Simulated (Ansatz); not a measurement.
# TiAl (P-6m2) in Ansatz: further runs

One crystal, TiAl, is run at these levels: r2SCAN; tasks: single point, equation of state.

Everything below comes from runs of Ansatz 0.2.0. Logs are shortened: lines on timing, memory, paths and dates and some standing lists are left out, and cuts for length are marked.

### Step 1. The structure

The structure is hexagonal, space group P-6m2 (No. 187). Conventional cell: a = 2.867 Å, b = 2.867 Å, c = 4.678 Å, α = 90.00°, β = 90.00°, γ = 120.00°. Around Ti (site symmetry -6m2) lie 6 Al at 2.87 Å and 6 Ti at 2.87 Å. Around Al (site symmetry -6m2) lie 6 Ti at 2.87 Å and 6 Al at 2.87 Å.

The cell comes from a database or a generator and needn't be the stable form of this composition.

### Step 2. Single point, r2SCAN, 15.65 Å³/atom (volume scaled by 0.94)

Input file input.yaml:

```yaml
crystal:
  lattice:
    - [2.8087302532, 0.0, 0.0]
    - [-1.4043651265, 2.4324317516, 0.0]
    - [0.0, 0.0, 4.5825851222]
  atoms:
    - { symbol: Ti, position: [0.0, 0.0, 0.0] }
    - { symbol: Al, position: [0.3333333333, 0.6666666667, 0.5] }
hamiltonian:
  xc: r2scan
  pseudopotentials: { kind: paw }
kpoints:
  mp_grid: { grid: [11, 11, 6] }
scf:
  occupations: { method: fermi_dirac, width: 0.05 }
output:
  forces: true
  stress: true
  eigenvalues: true
  write_density: true
  write_potential: true
  elf: true
  volumetric_format: npy
```

Potentials or basis: Ansatz PAW.

Command:

```sh
ansatz run input.yaml --threads 2 --pin off --max-ram 5632MiB --backend cpu --events-out ev --progress --plain --runs-dir out
```

Standard output:

```text
Warning: RAYON_NUM_THREADS=2 ignored (pool sized by the plan → 2); use --threads N
Engine: ansatz 0.2.0, aarch64-unknown-linux-gnu
Pseudopotentials: kind: paw
Pseudopotential: Ti, paw, valence charge 12, recommended cutoff 500 eV (meta_gga), Ti.paw.azcp
Pseudopotential: Al, paw, valence charge 3, recommended cutoff 500 eV (meta_gga), Al.paw.azcp
Functional definition: r2SCAN
  parameter k0 = 0.174
  parameter k1 = 0.065
  parameter a1 = 4.9479
  exchange = r2scan_x(k0 = k0, k1 = k1, a1 = a1)
  correlation = r2scan_c
Crystal: 2 atoms, lattice volume = 31.308 Å³
Basis set: ecut = 500 eV, 785 PW (Γ), exchange–correlation on 96×96×144 points (64 copies of the dense FFT grid, shifted against one another)
Bands: 12, of which v1, the nominal top of the filled ones, is band 8 counted from 1 (7 counted from 0)
Symmetry: 12 space group operations
Space group: P-6m2 (ITA 187), of the structure as read, at distance tolerance 3.2e-5 Å
k-points: 64 of 726 (time reversal used)
Non-local potential: Ti, projectors of the file, l = 0: 3, l = 1: 2, l = 2: 3, l = 3: 1
Non-local potential: Al, projectors of the file, l = 0: 2, l = 1: 2, l = 2: 1
PAW form: soft (Blöchl's): semilocal exchange-correlation on the pseudo side does not see the compensation charge
PAW frozen core: Ti, regenerated for the run's functional (the file was generated under x = pbe(κ = 0.804, μ = 0.2195149727645171), c = pbe(β = 0.06672455060314922))
PAW frozen core: Al, regenerated for the run's functional (the file was generated under x = pbe(κ = 0.804, μ = 0.2195149727645171), c = pbe(β = 0.06672455060314922))
PAW one-centre angular grid: Ti, 590 points (default); XC on 160 Gauss nodes
PAW one-centre angular grid: Al, 302 points (default); XC on 160 Gauss nodes
Initial density: superposition of atomic densities (neutral atoms: chi_scale 0, normalization atom), corrected by the library's trained network
Initial wavefunctions: pseudopotential atomic-orbital guess
Functional: x = r2scan, c = r2scan; τ floored in thin density (d = 2e-4 eV/Å³)
SCF iter   1: F=—  HF=-3045.287182 eV  |F-HF|=—  |Δ(HF+E_count)|=         —  Δρ=1.86e-2  dr2=1.67e-1  dr2_τ=1.66e-2  ethr=1.77e-3  ⟨swp⟩=5.0  Hψ=3941  notcnv=0
preconditioner: auto → none  [metal: Δε(μ)=0.015 eV  Ē_g=5.866 eV  σ=0.050 eV  W_gap=0.08  n_scr=2 (ndim 8)  ℏωp=17.6 eV  f_vac=0.000  D(μ)=2.44/eV (n_scr^D=22)  sad-step TF]
SCF iter   2: F=—  HF=-3045.298862 eV  |F-HF|=—  |Δ(HF+E_count)|=   1.17e-2  Δρ=4.02e-3  dr2=4.57e-3  dr2_τ=1.77e-3  ethr=1.11e-3  ⟨swp⟩=2.9  Hψ=1896  notcnv=0  defer=6
SCF iter   3: F=—  HF=-3045.299587 eV  |F-HF|=—  |Δ(HF+E_count)|=   7.24e-4  Δρ=2.24e-3  dr2=1.25e-3  dr2_τ=1.51e-4  ethr=3.05e-5  ⟨swp⟩=2.4  Hψ=1248  notcnv=0  defer=6
SCF iter   4: F=—  HF=-3045.300056 eV  |F-HF|=—  |Δ(HF+E_count)|=   4.69e-4  Δρ=8.48e-4  dr2=5.28e-4  dr2_τ=8.46e-6  ethr=8.33e-6  ⟨swp⟩=2.0  Hψ=1226  notcnv=0  defer=6
SCF iter   5: F=—  HF=-3045.300020 eV  |F-HF|=—  |Δ(HF+E_count)|=   3.57e-5  Δρ=2.48e-4  dr2=1.95e-5  dr2_τ=1.62e-6  ethr=3.52e-6  ⟨swp⟩=1.5  Hψ=863  notcnv=0  defer=6
SCF iter   6: F=—  HF=-3045.300034 eV  |F-HF|=—  |Δ(HF+E_count)|=   1.41e-5  Δρ=3.97e-5  dr2=5.12e-7  dr2_τ=5.21e-8  ethr=1.30e-7  ⟨swp⟩=2.5  Hψ=1130  notcnv=0  defer=6
SCF iter   7: F=-3045.300035 eV  HF=-3045.300035 eV  |F-HF|=1.70e-9  |Δ(HF+E_count)|=   2.15e-7  Δρ=4.74e-6  dr2=8.28e-9  dr2_τ=5.33e-10  ethr=6.67e-10  ⟨swp⟩=8.3  Hψ=4610  notcnv=0
SCF 1 converged in 7 iterations: F = -3045.300035 eV  dr2 = 8.28e-9
SCF converged after 7 iterations
Free energy (F): -3045.300035 eV
Harris-Foulkes:  -3045.300035 eV  (|F-HF|=1.70e-9)
Internal energy: -3045.278804 eV  (E = F + TS)
E sigma→0 (E₀):  -3045.289419 eV
Entropy (-TS):   -0.021231 eV (-10.616 meV/atom)
Fermi energy:    11.207141 eV
--- Per-component energies (eV) ---
  E_band       = -171.243289
  E_kinetic    = 298.392875
  E_local      = -1124.187533  (includes V_loc(G=0)·N_el)
  E_nonlocal   = 17.487517
  E_hartree    = 488.173072
  E_xc         = -130.755949
  E_vxc        = -165.489210  (∫ρ·V_xc dr)
  E_paw        = -1530.377610  (= ΣΔE_a)
  E_vpaw       = -184.183310  (= ΣTr[D̂ρ^β])
  E_aug_tail   = 0.000092  (compensation charges beyond the density's cutoff)
  E_vtau       = 10.387072  (kinetic-family band-sum trace: ∫τ·v_τ [+ j·A + Jᵃ·Aᵃ] dr)
  E_ewald      = -1063.697703
  E_core_change = -0.313565  (= ΣΔE_core)
  E_smearing   = -0.021231  (= −TS)
  E_closure    = 0.000000  (closes the sum)
  Σ components = -3045.300035   (vs F -3045.300035, Δ=0.00e0)
--- Forces (eV/Å), atoms counted from 1 ---
  atom   1  Ti     0.00000000    -0.00000000     0.00000000
  atom   2  Al     0.00000000    -0.00000000    -0.00000000
  max |Σ_I F_I| component: 8.33e-17 eV/Å
--- Stress (GPa, compression-positive) ---
        6.869345       0.000000       0.000000
        0.000000       6.869345      -0.000000
        0.000000      -0.000000       5.904257
  P = ⅓ Tr σ = 6.5476 GPa (65.476 kbar)
--- Band table (eV; the first three rows and the last of 64) ---
  k-point 0: bands = ["-47.5024", "-22.7780", "-22.2795", "-22.2795", "1.4770", "8.7293", "9.1206", "12.7349", "12.7349", "14.5069", "14.5069", "15.7815"]
  k-point 1: bands = ["-47.5024", "-22.7797", "-22.2795", "-22.2795", "1.6678", "7.4640", "10.0245", "12.7381", "12.7381", "14.4849", "14.4849", "16.3485"]
  k-point 2: bands = ["-47.5023", "-22.7832", "-22.2794", "-22.2794", "2.1497", "6.0959", "10.5854", "12.7445", "12.7445", "14.4417", "14.4417", "17.6867"]
  k-point 63: bands = ["-47.3600", "-22.8545", "-22.7104", "-22.6434", "8.4937", "9.3972", "10.4026", "10.8660", "11.2230", "12.6652", "14.9861", "16.8419"]
```

Run time: 4.1 s. Hardware: 2 threads of Arm Neoverse V1, shared host; peak memory 0.42 GiB.

Results:

```yaml
Free_energy: -3045.3000 eV
Pressure: 6.5 GPa
Band_gap_on_the_k_mesh: none (metal or under the smearing width)
```

Caveat: the PAW data sets come from PBE, with cores solved anew for the run's functional, which leaves a small shift of forces and pressure.

### Step 3. Single point, r2SCAN, 15.99 Å³/atom (volume scaled by 0.96)

Input file input.yaml:

```yaml
crystal:
  lattice:
    - [2.8285106954, 0.0, 0.0]
    - [-1.4142553477, 2.4495621171, 0.0]
    - [0.0, 0.0, 4.6148579117]
  atoms:
    - { symbol: Ti, position: [0.0, 0.0, 0.0] }
    - { symbol: Al, position: [0.3333333333, 0.6666666667, 0.5] }
hamiltonian:
  xc: r2scan
  pseudopotentials: { kind: paw }
kpoints:
  mp_grid: { grid: [11, 11, 6] }
scf:
  occupations: { method: fermi_dirac, width: 0.05 }
output:
  forces: true
  stress: true
  eigenvalues: true
```

Potentials or basis: Ansatz PAW.

Command:

```sh
ansatz run input.yaml --threads 2 --pin off --max-ram 5632MiB --backend cpu --events-out ev --progress --plain --runs-dir out
```

It took 4 s on 2 threads of Arm Neoverse V1, shared host; peak memory 0.41 GiB.

It converged, with:

```
Free energy            : -3045.3214 eV
Pressure               : 3.8 GPa
Band gap on the k mesh : none (metal or under the smearing width)
```

Caveat: the PAW data sets come from PBE, with cores solved anew for the run's functional, which leaves a small shift of forces and pressure.

### Step 4. Single point, r2SCAN, 16.32 Å³/atom (volume scaled by 0.98)

Edit input.yaml of step 3 so:

```diff
@@ -2,5 +2,5 @@
   lattice:
-    - [2.8285106954, 0.0, 0.0]
-    - [-1.4142553477, 2.4495621171, 0.0]
-    - [0.0, 0.0, 4.6148579117]
+    - [2.8480182822, 0.0, 0.0]
+    - [-1.424009141, 2.4664561828, 0.0]
+    - [0.0, 0.0, 4.6466855238]
   atoms:
```

Command:

```sh
ansatz run input.yaml --threads 2 --pin off --max-ram 5632MiB --backend cpu --events-out ev --progress --plain --runs-dir out
```

Wall time 3.2 s (2 threads of Arm Neoverse V1, shared host); peak memory 0.41 GiB.

The run converged. Its results:

```
Free energy            : -3045.3317 eV
Pressure               : 1.2 GPa
Band gap on the k mesh : none (metal or under the smearing width)
```

Caveat: the PAW data sets come from PBE, with cores solved anew for the run's functional, which leaves a small shift of forces and pressure.

### Step 5. Single point, r2SCAN, 16.65 Å³/atom

Edit input.yaml of step 4 so:

```diff
@@ -2,5 +2,5 @@
   lattice:
-    - [2.8480182822, 0.0, 0.0]
-    - [-1.424009141, 2.4664561828, 0.0]
-    - [0.0, 0.0, 4.6466855238]
+    - [2.8672622327, 0.0, 0.0]
+    - [-1.4336311163, 2.4831219328, 0.0]
+    - [0.0, 0.0, 4.678083]
   atoms:
```

Command:

```sh
ansatz run input.yaml --threads 2 --pin off --max-ram 5632MiB --backend cpu --events-out ev --progress --plain --runs-dir out
```

Run time: 3.1 s. Hardware: 2 threads of Arm Neoverse V1, shared host; peak memory 0.42 GiB.

The run converged. Its results:

```
Free energy            : -3045.3320 eV
Pressure               : -1.1 GPa
Band gap on the k mesh : none (metal or under the smearing width)
```

Caveat: the PAW data sets come from PBE, with cores solved anew for the run's functional, which leaves a small shift of forces and pressure.

### Step 6. Single point, r2SCAN, 16.99 Å³/atom (volume scaled by 1.02)

Edit input.yaml of step 5 so:

```diff
@@ -2,5 +2,5 @@
   lattice:
-    - [2.8672622327, 0.0, 0.0]
-    - [-1.4336311163, 2.4831219328, 0.0]
-    - [0.0, 0.0, 4.678083]
+    - [2.8862512777, 0.0, 0.0]
+    - [-1.4431256388, 2.4995669282, 0.0]
+    - [0.0, 0.0, 4.709064585]
   atoms:
```

Potentials or basis: Ansatz PAW.

Command:

```sh
ansatz run input.yaml --threads 2 --pin off --max-ram 5632MiB --backend cpu --events-out ev --progress --plain --runs-dir out
```

Wall time 3.1 s (2 threads of Arm Neoverse V1, shared host); peak memory 0.42 GiB.

Results (log left out):

```
Free energy            : -3045.3231 eV
Pressure               : -3.2 GPa
Band gap on the k mesh : none (metal or under the smearing width)
```

Caveat: the PAW data sets come from PBE, with cores solved anew for the run's functional, which leaves a small shift of forces and pressure.

### Step 7. Single point, r2SCAN, 17.32 Å³/atom (volume scaled by 1.04)

Edit input.yaml of step 6 so:

```diff
@@ -2,5 +2,5 @@
   lattice:
-    - [2.8862512777, 0.0, 0.0]
-    - [-1.4431256388, 2.4995669282, 0.0]
-    - [0.0, 0.0, 4.709064585]
+    - [2.9049936943, 0.0, 0.0]
+    - [-1.4524968471, 2.515798337, 0.0]
+    - [0.0, 0.0, 4.7396437833]
   atoms:
```

Command:

```sh
ansatz run input.yaml --threads 2 --pin off --max-ram 5632MiB --backend cpu --events-out ev --progress --plain --runs-dir out
```

Wall time 3.2 s (2 threads of Arm Neoverse V1, shared host); peak memory 0.42 GiB.

The run converged. Its results:

```
Free energy            : -3045.3059 eV
Pressure               : -5.1 GPa
Band gap on the k mesh : none (metal or under the smearing width)
```

Caveat: the PAW data sets come from PBE, with cores solved anew for the run's functional, which leaves a small shift of forces and pressure.

### Step 8. Single point, r2SCAN, 17.65 Å³/atom (volume scaled by 1.06)

Edit input.yaml of step 7 so:

```diff
@@ -2,5 +2,5 @@
   lattice:
-    - [2.9049936943, 0.0, 0.0]
-    - [-1.4524968471, 2.515798337, 0.0]
-    - [0.0, 0.0, 4.7396437833]
+    - [2.9234973377, 0.0, 0.0]
+    - [-1.4617486688, 2.5318229623, 0.0]
+    - [0.0, 0.0, 4.7698334112]
   atoms:
```

Command:

```sh
ansatz run input.yaml --threads 2 --pin off --max-ram 5632MiB --backend cpu --events-out ev --progress --plain --runs-dir out
```

Run time: 3.1 s. Hardware: 2 threads of Arm Neoverse V1, shared host; peak memory 0.42 GiB.

It converged, with:

```yaml
Free_energy: -3045.2812 eV
Pressure: -6.8 GPa
Band_gap_on_the_k_mesh: none (metal or under the smearing width)
```

Caveat: the PAW data sets come from PBE, with cores solved anew for the run's functional, which leaves a small shift of forces and pressure.

### Step 9. Equation of state, r2SCAN

Potentials or basis: Ansatz PAW.

No new run: the results of the series are fitted here.

Results:

| Quantity | Value |
| --- | --- |
| Equilibrium volume | 16.50 Å³/atom |
| Bulk modulus at fixed shape and positions | 114 GPa |
| Pressure derivative of the bulk modulus | 3.7 |

Energy against volume, from the lowest point:
```
volume (Å³/atom)  energy (meV/atom)
          15.654              15.97
          15.987               5.30
          16.320               0.14
          16.653               0.00
          16.986               4.43
          17.320              13.02
          17.653              25.38
```

Caveat: the cell was scaled at fixed shape and fractional positions, which overstates the stiffness of a crystal with free parameters, most of all of layers and chains; the PAW data sets were made with another functional, which shifts forces and pressure a little.
